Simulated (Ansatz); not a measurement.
# Ti (beta tin type) under strong compression

```yaml
crystal:
  lattice:
    - [-2.49698, 2.49698, 1.40188]
    - [2.49698, -2.49698, 1.40188]
    - [2.49698, 2.49698, -1.40188]
  atoms:
    - { symbol: Ti, position: [0.62500, 0.87500, 0.75000] }
    - { symbol: Ti, position: [0.37500, 0.12500, 0.25000] }
```

The cell comes from a relaxation on PAW files under the same functional, begun from a prototype that needn't be the stable phase.

Its volume is scaled, and at each volume shape and atoms are relaxed on PAW files; all methods then take that cell.

All numbers are PBE results (scalar-relativistic) from Ansatz 0.2.0, with a Γ-centred 15×15×15 k mesh, Fermi–Dirac smearing of 0.1 eV, no spin polarisation. Methods: LAPW: all electrons, basis error target 1 meV/atom; PAW: frozen-core files, cutoff 420 eV; crystal datasets: all electrons, by PAW datasets that the program makes for each cell; norm-conserving: pseudopotentials, cutoff 1155 eV.

Energies are extrapolated to zero smearing and count from the unscaled cell; pressure is positive in compression; gaps take the mesh and a band path. No temperature or zero-point motion is included.

```json
{"V/V0": "1.00", "V (Å³/atom)": "17.48", "P LAPW (GPa)": "-0.02", "ΔE LAPW (eV/atom)": "0.000", "P PAW − LAPW (GPa)": "0.03", "ΔE PAW − LAPW (meV/atom)": "0.0", "space group": "I4_1/amd", "shortest distance (Å)": "2.594"}
{"V/V0": "0.95", "V (Å³/atom)": "16.61", "P LAPW (GPa)": "5.14", "ΔE LAPW (eV/atom)": "0.012", "P PAW − LAPW (GPa)": "0.04", "ΔE PAW − LAPW (meV/atom)": "0.2", "space group": "I4_1/amd", "shortest distance (Å)": "2.546"}
{"V/V0": "0.85", "V (Å³/atom)": "14.86", "P LAPW (GPa)": "19.89", "ΔE LAPW (eV/atom)": "0.141", "P PAW − LAPW (GPa)": "0.04", "ΔE PAW − LAPW (meV/atom)": "0.7", "space group": "I4_1/amd", "shortest distance (Å)": "2.445"}
{"V/V0": "0.75", "V (Å³/atom)": "13.11", "P LAPW (GPa)": "43.8", "ΔE LAPW (eV/atom)": "0.476", "P PAW − LAPW (GPa)": "0.02", "ΔE PAW − LAPW (meV/atom)": "1.1", "space group": "I4_1/amd", "shortest distance (Å)": "2.338"}
{"V/V0": "0.65", "V (Å³/atom)": "11.36", "P LAPW (GPa)": "83.8", "ΔE LAPW (eV/atom)": "1.151", "P PAW − LAPW (GPa)": "0.01", "ΔE PAW − LAPW (meV/atom)": "1.2", "space group": "I4_1/amd", "shortest distance (Å)": "?"}
{"V/V0": "0.55", "V (Å³/atom)": "9.61", "P LAPW (GPa)": "155.3", "ΔE LAPW (eV/atom)": "2.412", "P PAW − LAPW (GPa)": "-0.17", "ΔE PAW − LAPW (meV/atom)": "0.8", "space group": "I4_1/amd", "shortest distance (Å)": "2.101"}
{"V/V0": "0.45", "V (Å³/atom)": "7.87", "P LAPW (GPa)": "297.2", "ΔE LAPW (eV/atom)": "?", "P PAW − LAPW (GPa)": "-1.05", "ΔE PAW − LAPW (meV/atom)": "-5.0", "space group": "I4_1/amd", "shortest distance (Å)": "1.973"}
{"V/V0": "0.40", "V (Å³/atom)": "6.99", "P LAPW (GPa)": "424.5", "ΔE LAPW (eV/atom)": "6.724", "P PAW − LAPW (GPa)": "-2.05", "ΔE PAW − LAPW (meV/atom)": "-13.0", "space group": "I4_1/amd", "shortest distance (Å)": "1.900"}
```

Q: What belongs in the row "0.45", column "ΔE LAPW (eV/atom)"?

A: 4.781.

Q: Fill in "shortest distance (Å)" for the row "0.65".

A: 2.223.

Q: Fit the Vinet equation to the LAPW pressures over the whole range, with residuals weighted by 1/(|P| + 0.03·Pmax).

A: V0 = 17.50 Å³/atom, B0 = 85.7 GPa and B0′ = 4.04, and the fit misses no point by more than 8.4 GPa. A fit over so wide a range pins B0 less well than one near rest.

Q: From the table, what is the rise of the enthalpy H = E + pV up to the last row, and how stiff is the crystal between the last two rows?

A: ΔH = 6.724 eV + (424.5 GPa × 6.99 Å³ + 0.02 GPa × 17.48 Å³) × 0.006242 eV/(GPa·Å³) = 25.25 eV/atom, of which pV makes 73 %. The mean bulk modulus there is −ΔP/Δln V = 1080 GPa.

Q: At the smallest volume, how far do crystal datasets and norm-conserving lie from LAPW in pressure?

A: crystal datasets: +0.01 GPa; norm-conserving: +1.72 GPa, on a LAPW pressure of 424.5 GPa.

Q: How do the Löwdin populations by LAPW change from the unscaled cell to the last row?

A: Ti 3s 1.96 → 1.81, Ti 4s 0.85 → 0.41, Ti 3p 5.98 → 5.84, Ti 3d 3.10 → 3.91 electrons an atom. These are projections on the shells that the free atoms fill; 0.24 e a cell lies outside them at the start and 0.09 e at the end.
